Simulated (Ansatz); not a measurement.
## Effect of pressure 1.8 GPa on GeO2

Base system: GeO₂ (space group P3_121, No. 152; a = 4.989 Å, c = 5.675 Å).

Modification: a hydrostatic pressure of 1.8 GPa.

Method: Kohn–Sham DFT with the r2SCAN functional, run in Ansatz (a quantum-chemistry and plane-wave program) with PAW and 500 eV plane waves, without spin-orbit coupling. Γ-centred 8×8×6 mesh, Fermi–Dirac width 0.05 eV.

The volume per atom decreases by 0.56 Å³ (13.59 Å³ → 13.03 Å³) and the density rises by 0.18 g/cm³ to 4.44 g/cm³. The lattice parameter a drops by 0.087 Å (4.989 Å → 4.902 Å) and the c/a ratio goes up by 0.012 (1.138 → 1.150). The shortest interatomic distance shrinks by 0.0027 Å (1.742 Å → 1.740 Å) and the enthalpy H = E + PV relative to the base's energy amounts to +0.15 eV/atom. The band gap grows by 0.055 eV to 4.27 eV (an upper bound: an edge found on the path is not a true extremum; the changed cell).

Load acts through the strain it causes; cell and atoms are relaxed under it. No phonon test of stability was made.
